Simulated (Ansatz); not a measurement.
# Preparing CdS (P6_3mc) as a host crystal

Before any defect goes in: CdS (P6_3mc) at rest, and how it screens a charge.

Main program and level: Ansatz 0.2.0; plane-wave PAW DFT, r2SCAN; relaxation of the host's cell and atoms; PAW set soft_1, in the first sound run; inputs show where later runs differ.

## Step 1: Starting point

The structure is hexagonal, space group P6_3mc (No. 186). The conventional cell has a = 4.169 Å, b = 4.169 Å, c = 6.780 Å, α = 90.00°, β = 90.00°, γ = 120.00°. Nearest to Cd lie 4 S at 2.55 Å. Nearest to S lie 4 Cd at 2.55 Å. Farther neighbours and most contacts between anions are not listed.

## Step 2: Host cell relaxation

Cell and atoms are relaxed together, until forces and stress fall under their thresholds.

The input, cell/input.yaml:

```yaml
crystal:
  lattice:
    - [4.1688381, 0.0, 0.0]
    - [-2.084419, 3.6103197, 0.0]
    - [0.0, 0.0, 6.7796174]
  atoms:
    - { symbol: Cd, position: [0.66666667, 0.33333333, 0.50022437] }
    - { symbol: Cd, position: [0.33333333, 0.66666667, 0.00022437] }
    - { symbol: S, position: [0.66666667, 0.33333333, 0.87677563] }
    - { symbol: S, position: [0.33333333, 0.66666667, 0.37677563] }
basis:
  ecutwfc: 500
  xc_grid: 2
hamiltonian:
  xc: r2scan
  pseudopotentials: { kind: paw, azcp: { folder: soft_1 } }
kpoints:
  mp_grid: { grid: [8, 8, 4] }
scf:
  occupations: { method: fixed }
  max_iter: 100
relax:
  f_tol: 0.005
  max_steps: 60
  cell: {}
output:
  forces: true
  stress: true
checkpoint:
  write: "../cell.run"
  compress: false
  write_wavefunctions: false
  write_every: 100000
```

On the command line:

```bash
$ ansatz run input.yaml --threads 32 --pin off --max-ram 56524MiB --backend cuda --events-out ev --progress --plain --runs-dir out --max-vram 78GiB
```

Numbers of over 12 decimals in the logs are rounded to 6 here.

What it wrote:

```text
[... repeated set-up lines and file paths are left out, and long positions are rounded to six places ...]
Engine: ansatz 0.2.0, aarch64-unknown-linux-gnu
Pseudopotentials: kind: paw
Pseudopotential: Cd, paw, valence charge 20, recommended cutoff 500 eV (meta_gga), soft_1/Cd.paw.azcp
Pseudopotential: S, paw, valence charge 6, recommended cutoff 500 eV (meta_gga), soft_1/S.paw.azcp
Functional definition: r2SCAN
  parameter k0 = 0.174
  parameter k1 = 0.065
  parameter a1 = 4.9479
  exchange = r2scan_x(k0 = k0, k1 = k1, a1 = a1)
  correlation = r2scan_c
[...]
Crystal: 4 atoms, lattice volume = 102.039 Å³
Basis set: ecut = 500 eV, 2611 PW (Γ), exchange–correlation on 64×64×100 points (8 copies of the dense FFT grid, shifted against one another)
Bands: 32, of which v1, the nominal top of the filled ones, is band 26 counted from 1 (25 counted from 0)
Symmetry: 12 space group operations
Space group: P63mc (ITA 186), of the structure as read, at distance tolerance 4.7e-5 Å
k-points: 30 of 256 (time reversal used)
Non-local potential: Cd, projectors of the file, l = 0: 3, l = 1: 2, l = 2: 2, l = 3: 1
Non-local potential: S, projectors of the file, l = 0: 2, l = 1: 2, l = 2: 1
PAW form: soft (Blöchl's): semilocal exchange-correlation on the pseudo side does not see the compensation charge
PAW frozen core: Cd, regenerated for the run's functional (the file was generated under x = pbe(κ = 0.804, μ = 0.219515), c = pbe(β = 0.066725))
PAW frozen core: S, regenerated for the run's functional (the file was generated under x = pbe(κ = 0.804, μ = 0.219515), c = pbe(β = 0.066725))
PAW one-centre angular grid: Cd, 590 points (default); XC on 160 Gauss nodes
PAW one-centre angular grid: S, 302 points (default); XC on 160 Gauss nodes
Initial density: superposition of atomic densities (chi_scale 0.1, normalization cell, long waves kept (reshape's long-wave potential 0.00 eV rms))
Initial wavefunctions: pseudopotential atomic-orbital guess
[...]
Functional: x = r2scan, c = r2scan; τ floored in thin density (d = 2e-4 eV/Å³)
iter 1 solved again at ethr=1.51e-3 eV; its pass at ethr=3.10e-3 eV (dr2=7.84e-1 eV) is discarded
SCF iter   1: F=—  HF=-18351.325167 eV  |F-HF|=—  |Δ(HF+E_count)|=         —  Δρ=3.12e-2  dr2=7.79e-1  dr2_τ=3.23e-2  ethr=1.51e-3  ⟨swp⟩=1.0  Hψ=4578  notcnv=0  defer=84
preconditioner: auto → Resta (q_TF=auto, 2.438 Å⁻¹)  ε∞=4.1  [insulator: Δε(μ)=1.699 eV  Ē_g=12.474 eV  n_scr=22 (ndim 8)  ℏωp=22.1 eV  f_vac=0.079  ε∞_Penn≈4.1]
SCF iter   2: F=—  HF=-18351.299834 eV  |F-HF|=—  |Δ(HF+E_count)|=   2.53e-2  Δρ=1.57e-2  dr2=1.98e-1  dr2_τ=1.80e-2  ethr=1.50e-3  ⟨swp⟩=3.0  Hψ=1740  notcnv=0  defer=120
SCF iter   3: F=—  HF=-18351.345479 eV  |F-HF|=—  |Δ(HF+E_count)|=   4.56e-2  Δρ=4.88e-3  dr2=2.16e-2  dr2_τ=4.51e-4  ethr=3.80e-4  ⟨swp⟩=2.1  Hψ=1290  notcnv=0  defer=60
automatic band count: iteration 3 solves 30 bands in place of 32: the levels show a gap, and the empty bands left out lie too high to hold charge; the band table lists the bands solved (type scf.n_extra_bands for more)
SCF iter   4: F=—  HF=-18351.348739 eV  |F-HF|=—  |Δ(HF+E_count)|=   3.26e-3  Δρ=8.87e-4  dr2=8.34e-4  dr2_τ=5.00e-5  ethr=4.15e-5  ⟨swp⟩=2.8  Hψ=1609  notcnv=0  defer=60
[...]
SCF iter   8: F=-18351.350413 eV  HF=-18351.350413 eV  |F-HF|=4.65e-9  |Δ(HF+E_count)|=   6.73e-8  Δρ=3.43e-6  dr2=1.08e-8  dr2_τ=4.32e-10  ethr=1.92e-10  ⟨swp⟩=5.0  Hψ=3451  notcnv=0
SCF 1 converged in 8 iterations: F = -18351.350413 eV  dr2 = 1.08e-8
  greatest PAW one-centre occupation: 1.002 electrons in one spin orbital (limit 2), on the Cd atom at site 1 (counted from 0), in its partial waves of l = 0
relax step   1: F+E_penalty+E_count = -18351.35041303 eV  Δ(F+E_penalty+E_count) = +0.000e0 eV  max|allowed force component| = 6.351e-3 eV/Å  Δτ_max = 0.0000 Å  P = -0.224 GPa  Ω = 102.039 Å³  (8 SCF iters, dr2 threshold 1.00e-7 eV, accepted)
[... the SCF cycles and remarks between the steps are left out from here to the last step ...]
relax step   2: F+E_penalty+E_count = -18351.35085433 eV  Δ(F+E_penalty+E_count) = -4.413e-4 eV  max|allowed force component| = 3.065e-3 eV/Å  Δτ_max = 0.0008 Å  P = +0.026 GPa  Ω = 101.615 Å³  energy of the carried Pulay correction = +1.647e-4 eV  (6 SCF iters, dr2 threshold 1.26e-7 eV, accepted)
[...]
iter 1 solved again at ethr=3.47e-7 eV; its pass at ethr=3.10e-3 eV (dr2=1.80e-4 eV) is discarded
SCF iter   1: F=—  HF=-18351.349340 eV  |F-HF|=—  |Δ(HF+E_count)|=         —  Δρ=1.14e-5  dr2=4.45e-8  dr2_τ=1.12e-7  ethr=3.47e-7  ⟨swp⟩=4.0  Hψ=6183  notcnv=0  defer=120
eigensolver tolerance schedule: the retry pair's looser diagonalisation over-reported the residual by 4048.34 of it (diagonalisation noise at 0.83 of the residual, at the tolerance the schedule requests for it); [...]
[...]
SCF iter   2: F=—  HF=-18351.350688 eV  |F-HF|=—  |Δ(HF+E_count)|=   1.35e-3  Δρ=5.96e-6  dr2=1.28e-8  dr2_τ=1.59e-9  ethr=8.56e-11  ⟨swp⟩=3.7  Hψ=2165  notcnv=0  defer=117
SCF iter   3: F=—  HF=-18351.350688 eV  |F-HF|=—  |Δ(HF+E_count)|=   3.79e-9  Δρ=1.18e-6  dr2=1.25e-9  dr2_τ=1.43e-10  ethr=2.47e-11  ⟨swp⟩=2.2  Hψ=1394  notcnv=0  defer=117
SCF iter   4: F=—  HF=-18351.350688 eV  |F-HF|=—  |Δ(HF+E_count)|=  1.20e-10  Δρ=4.82e-7  dr2=1.82e-10  dr2_τ=9.46e-12  ethr=2.41e-12  ⟨swp⟩=2.0  Hψ=1618  notcnv=0  defer=117
SCF iter   5: F=-18351.350688 eV  HF=-18351.350688 eV  |F-HF|=2.18e-11  |Δ(HF+E_count)|=  8.37e-11  Δρ=1.52e-7  dr2=3.43e-11  dr2_τ=1.75e-12  ethr=1.00e-12  ⟨swp⟩=12.4  Hψ=5565  notcnv=0
SCF 3 converged in 5 iterations: F = -18351.350688 eV  dr2 = 3.43e-11
relax step   3: F+E_penalty+E_count = -18351.35068849 eV  Δ(F+E_penalty+E_count) = +1.658e-4 eV  max|allowed force component| = 3.065e-3 eV/Å  Δτ_max = 0.0000 Å  P = +0.026 GPa  Ω = 101.615 Å³  stress off target by 3.21e-2 GPa  SCF on the basis re-selected at this cell (its energy is not comparable with the rows above)  (5 SCF iters)
basis re-selected at this cell: Δ(F+E_penalty+E_count) = +1.658e-4 eV, ΔP = -0.000 GPa vs the last step (what re-selecting the basis moved, of the pressure what is left beyond the Pulay correction that the steps carried, after the strain that the cell walked [...]
SCF converged after 5 iterations
Free energy (F): -18351.350688 eV
Harris-Foulkes:  -18351.350688 eV  (|F-HF|=2.18e-11)
Internal energy: -18351.350688 eV  (E = F + TS)
E sigma→0 (E₀):  -18351.350688 eV
Fermi energy:    6.310357 eV
--- Per-component energies (eV) ---
  E_band       = -1081.476565
  E_kinetic    = 1091.378457
  E_local      = -8163.552577  (includes V_loc(G=0)·N_el)
  E_nonlocal   = 311.749086
  E_hartree    = 3715.456100
  E_xc         = -464.763333
  E_vxc        = -610.838840  (∫ρ·V_xc dr)
  E_paw        = -9477.937173  (= ΣΔE_a)
  E_vpaw       = -1179.251790  (= ΣTr[D̂ρ^β])
  E_aug_tail   = 0.000017  (compensation charges beyond the density's cutoff)
  E_vtau       = 38.127088  (kinetic-family band-sum trace: ∫τ·v_τ [+ j·A + Jᵃ·Aᵃ] dr)
  E_ewald      = -5362.332203
  E_core_change = -1.349063  (= ΣΔE_core)
  E_smearing   = -0.000000  (= −TS)
  E_closure    = -0.000000  (closes the sum)
  Σ components = -18351.350688   (vs F -18351.350688, Δ=0.00e0)
--- Forces (eV/Å), atoms counted from 1 ---
  atom   1  Cd    -0.00000000    -0.00000000    -0.00382409
  atom   2  Cd     0.00000000     0.00000000    -0.00382409
  atom   3  S     -0.00000000    -0.00000000     0.00230629
  atom   4  S      0.00000000     0.00000000     0.00230629
  max |Σ_I F_I| component: 3.04e-3 eV/Å
--- Stress (GPa, compression-positive) ---
        0.022389       0.000000       0.000000
        0.000000       0.022389      -0.000000
        0.000000       0.000000       0.032051
  P = ⅓ Tr σ = 0.0256 GPa (0.256 kbar)
--- Band table (eV; the first three rows and the last of 30) ---
  k-point 0: bands = ["-97.7061", "-97.7060", "-57.8605", "-57.8601", [... 24 left out ...] "13.2856", "13.2856", "13.6085", "14.3841"]
  k-point 1: bands = ["-97.7061", "-97.7061", "-57.8604", "-57.8601", [... 24 left out ...] "13.0927", "13.3464", "13.3465", "13.7805"]
  [... further k-points left out ...]
--- Relaxed structure (2 steps of the walk, 2 accepted, 1 SCFs on fresh bases) ---
  F+E_penalty+E_count = -18351.35068849 eV   max|allowed force component| = 3.065e-3 eV/Å   (the final SCF, on the basis selected at the relaxed cell)
  cell:  # Å, volume = 101.6152 Å³
    - [4.163893, -2.8833268732691788e-8, 0]
    - [-2.081946, 3.606037, 0]
    - [0, 0.0, 6.767508]
  atoms:
    - { symbol: Cd, position: [0.666667, 0.333333, 0.500105] }
    - { symbol: Cd, position: [0.333333, 0.666667, 0.000105] }
    - { symbol: S, position: [0.666667, 0.333333, 0.876895] }
    - { symbol: S, position: [0.333333, 0.666667, 0.376895] }
```

Run time: 1.6 s. Hardware: 1 × NVIDIA GB200 with 32 threads of Arm Neoverse V2, shared host; peak memory 1.1 GiB; 6.5 s of CPU time.

Relaxation path:

```tsv
step	energy less that of the first step (eV)	largest force component (eV/Å)	pressure (GPa)	volume (Å³)
1	0.0000	0.0064	-0.22	102.04
2	-0.0004	0.0031	0.03	101.62
3*	-0.0003	0.0031	0.03	101.62
```

Relaxation steps marked * repeat the geometry before them on a plane-wave basis chosen anew for their cell, so energy and pressure can jump there.

The run keeps the 12 symmetry operations that it works with, so distortions that break them were not tested.

```tsv
conventional cell, symmetrised	before	after	change
a (Å)	4.169	4.164	-0.1 %
b (Å)	4.169	4.164	-0.1 %
c (Å)	6.780	6.768	-0.2 %
volume (Å³/atom)	25.51	25.40	-0.4 %
```

Final coordinates:

```xyz
4
Lattice="4.1639 0.0000 0.0000 -2.0819 3.6060 0.0000 0.0000 0.0000 6.7675" Properties=species:S:1:pos:R:3 pbc="T T T"
Cd    2.0819    1.2020    3.3845
Cd    0.0000    2.4040    0.0007
S     2.0819    1.2020    5.9344
S     0.0000    2.4040    2.5506
```

Numbers from this step:

| Quantity | Value |
| --- | --- |
| pressure | 0.02561 GPa |

The cell shrank by 0.4 % in volume.

## Step 3: Dielectric tensors of the host

The response to a uniform electric field gives the electronic dielectric tensor.

This step: plane-wave PAW DFPT, PBEsol; dielectric tensors, Born charges and zone-centre modes of the host; PAW set soft_1 (Ansatz 0.2.0).

The input, eps/input.yaml:

```yaml
crystal:
  lattice:
    - [4.163892714, -2.88e-08, 0.0]
    - [-2.081946332, 3.6060368833, 0.0]
    - [0.0, 0.0, 6.7675079654]
  atoms:
    - { symbol: Cd, position: [0.6666666667, 0.3333333333, 0.5001052249] }
    - { symbol: Cd, position: [0.3333333333, 0.6666666667, 0.0001052249] }
    - { symbol: S, position: [0.6666666667, 0.3333333333, 0.8768947751] }
    - { symbol: S, position: [0.3333333333, 0.6666666667, 0.3768947751] }
basis:
  ecutwfc: 420
hamiltonian:
  xc: pbesol
  pseudopotentials: { kind: paw, azcp: { folder: soft_1 }, xc_functional: pbe }
kpoints:
  mp_grid: { grid: [7, 7, 4] }
scf:
  occupations: { method: fixed }
  max_iter: 100
phonons:
  method: dfpt
  dielectric: true
  rigid_motions: translations
```

What it wrote:

```text
[...]
Crystal: 4 atoms, lattice volume = 101.615 Å³
Basis set: ecut = 420 eV, 1985 PW (Γ), exchange–correlation on 60×60×96 points (8 copies of the dense FFT grid, shifted against one another)
Bands: 32, of which v1, the nominal top of the filled ones, is band 26 counted from 1 (25 counted from 0)
Symmetry: 12 space group operations
k-points: 60 of 196 (irreducible under 2 space group operations, time reversal used)
[...]
SCF iter   1: F=—  HF=-18140.677790 eV  |F-HF|=—  |Δ(HF+E_count)|=         —  Δρ=2.53e-2  dr2=4.98e-1  ethr=3.10e-3  ⟨swp⟩=4.9  Hψ=6750  notcnv=0  defer=238
[...]
SCF iter   2: F=—  HF=-18140.579139 eV  |F-HF|=—  |Δ(HF+E_count)|=   9.87e-2  Δρ=1.28e-2  dr2=1.29e-1  ethr=9.57e-4  ⟨swp⟩=2.7  Hψ=3279  notcnv=0  defer=240
[...]
SCF iter  10: F=-18140.570082 eV  HF=-18140.570082 eV  |F-HF|=3.64e-11  |Δ(HF+E_count)|=  7.86e-10  Δρ=1.25e-7  dr2=1.67e-11  ethr=1.00e-12  ⟨swp⟩=15.2  Hψ=13727  notcnv=0
SCF 1 converged in 10 iterations: F = -18140.570082 eV  dr2 = 1.67e-11
[...]
the response reads at least the filled bands of the reference SCF and the lowest empty band at each k-point, and that SCF's band table does not vouch for those bands. The notice of the band table in this run's record says why
[...]
NSCF: frozen V_eff on 1 k-points
[...]
NSCF: frozen V_eff on 24 k-points, pencils in batches of 32, up to order 128
[...]
DFPT response loops at q = (0, 0, 0) (fractional): preconditioner auto → Resta (q_TF=auto, 2.440 Å⁻¹)  ε∞=7.6 (no band partly filled); β = 1.00, the filter's whole step (`scf.mixing.beta` (0.50) is not read by the response loops at its default; [...]
[...]
DFPT response loops at Γ: preconditioner auto → Resta (q_TF=auto, 2.440 Å⁻¹)  ε∞=7.6 (no band partly filled); β = 1.00, the filter's whole step (`scf.mixing.beta` (0.50) is not read by the response loops at its default; [...]
── the response to a field inside a basis, on 10×10×6 k-points: an SCF that follows is theirs, and a resumed run solves both again ──
[...]
Bands: 27, of which v1, the nominal top of the filled ones, is band 26 counted from 1 (25 counted from 0)
k-points: 90
[...]
Eigensolver: Dense (90 Hₖ)
SCF iter   1: F=—  HF=-18140.552344 eV  |F-HF|=—  |Δ(HF+E_count)|=         —  Δρ=1.57e-4  dr2=5.69e-6  ethr=1.00e-1
[...]
SCF iter   4: F=-18140.552349 eV  HF=-18140.552349 eV  |F-HF|=3.61e-8  |Δ(HF+E_count)|=   4.79e-8  Δρ=4.27e-6  dr2=3.57e-8  ethr=3.36e-10
SCF 1 converged in 4 iterations: F = -18140.552349 eV  dr2 = 3.57e-8
[...]
WARN: field response: ε∞ stands inside a basis, on 10×10×6 points; [...]
SCF converged after 10 iterations
Free energy (F): -18140.570082 eV
[...]
Internal energy: -18140.570082 eV  (E = F + TS)
E sigma→0 (E₀):  -18140.570082 eV
Fermi energy:    6.468996 eV
[...]
--- Band table (eV; the first three rows and the last of 60) ---
[...]
[... further k-points left out ...]
--- Phonons (Γ-DFPT): 4 representative perturbations + reference (Σ response iterations 22) ---
  k mesh reduced under 2 symmetry operations, with k and −k counted as one. Each operation leaves every solved perturbation unchanged. A smaller set is not considered because the run solves the response to a homogeneous field
  ASR residual: 3.106e-5 → 0.000e0 eV/Å²; symmetrization residual: 1.298e-6 eV/Å²
  ASR residual per site (eV/Å²): 6.27e-6 6.27e-6 3.11e-5 3.11e-5
  Γ frequencies (cm⁻¹): 0.00 0.00 0.00 44.57 44.57 129.67 216.93 224.47 224.47 236.52 236.52 283.76
  ε∞ (high-frequency dielectric tensor):
        6.285733    -0.000000     0.000000
        0.000000     6.285733    -0.000000
        0.000000    -0.000000     6.378705
  ε⁰ (static dielectric tensor: ions relaxed, cell fixed):
        9.816362    -0.000000     0.000000
        0.000000     9.816362    -0.000000
        0.000000    -0.000000    10.488063
  ε⁰ − ε∞ (ionic part):
        3.530628    -0.000000     0.000000
       -0.000000     3.530628    -0.000000
        0.000000    -0.000000     4.109357
  softest optical mode at Γ: 44.57 cm⁻¹; the repairs (sum rule, projections) moved no ω² at Γ by more than (0.63 cm⁻¹)²
  Born effective charges Z* (e; rows j = field, columns β = displacement):
    site 0:
         2.14057   -0.00000    0.00000
        -0.00000    2.14057   -0.00000
         0.00000   -0.00000    2.23177
    site 1:
         2.14057   -0.00000    0.00000
        -0.00000    2.14057   -0.00000
         0.00000   -0.00000    2.23177
    site 2:
        -2.14057    0.00000   -0.00000
         0.00000   -2.14057    0.00000
        -0.00000    0.00000   -2.23177
    site 3:
        -2.14057    0.00000   -0.00000
         0.00000   -2.14057    0.00000
        -0.00000    0.00000   -2.23177
  Z* charge neutrality: 7.053e-3 e pre-enforcement
  solved inside a basis spanned on kpoints, on 10×10×6 k-points transformed towards the longest dipole: ε∞ is read to err by 2.5e-2, Z* by 2.4e-2 e (field_mesh: kpoints solves on kpoints); Z* is corrected for what the basis lacks
  optical modes at Γ without the LO–TO term, one row a degenerate level:
      ω (cm⁻¹)  modes    IR ((D/Å)²/amu)
         44.57      2             0.0000
        129.67      1             0.0000
        216.93      1             9.2129
        224.47      2            16.9507
        236.52      2             0.0000
        283.76      1             0.0000
  optical modes at Γ + LO–TO along q̂ = [1.0000, 0.0000, 0.0000]:
      ω (cm⁻¹)  modes    IR ((D/Å)²/amu)
         44.57      2             0.0000
        129.67      1             0.0000
        216.93      1             9.2129
        224.47      1             8.4753
        236.52      2             0.0000
        280.51      1             8.4753
        283.76      1             0.0000
  optical modes at Γ + LO–TO along q̂ = [0.0000, 1.0000, 0.0000]:
      ω (cm⁻¹)  modes    IR ((D/Å)²/amu)
         44.57      2             0.0000
        129.67      1             0.0000
        216.93      1             9.2129
        224.47      1             8.4753
        236.52      2             0.0000
        280.51      1             8.4753
        283.76      1             0.0000
  optical modes at Γ + LO–TO along q̂ = [0.0000, 0.0000, 1.0000]:
      ω (cm⁻¹)  modes    IR ((D/Å)²/amu)
         44.57      2             0.0000
        129.67      1             0.0000
        224.47      2            16.9507
        236.52      2             0.0000
        278.16      1             9.2129
        283.76      1             0.0000
```

Elapsed: 9.3 s, on 1 × NVIDIA GB200 with 32 threads; peak memory 2.4 GiB; 80 s of CPU time.

In the SCF lines HF is the Harris–Foulkes energy and dr2 the Hartree energy of the density residual, in eV; the loop may stop once dr2 is under the threshold and the program's other checks hold. Hψ counts applications of the Hamiltonian.

Electronic dielectric tensor:

```
6.29 0.00 0.00
0.00 6.29 0.00
0.00 0.00 6.38
```

Static dielectric tensor:

```
 9.82  0.00  0.00
 0.00  9.82  0.00
 0.00  0.00 10.49
```

The principal values of the electronic dielectric tensor are 6.29, 6.29 and 6.38. The principal values of the static dielectric tensor are 9.82, 9.82 and 10.49.

(Continued in part 2 of 3.)

[Logs are printed without paths, hosts, clocks, repeated set-up lines and the standing remarks that a program may print on its own settings, such as how far it seeks lower states.]

[Hosts, paths, dates, database ids (printed as entryN), source tags and the programs' standing remarks are cut or masked in the printed files.]

[Runs of the host that timed out are not shown.]

[For some hosts the program warned that the k-mesh of the response run may be too coarse for force constants and the static dielectric constant; such warnings are not always shown.]
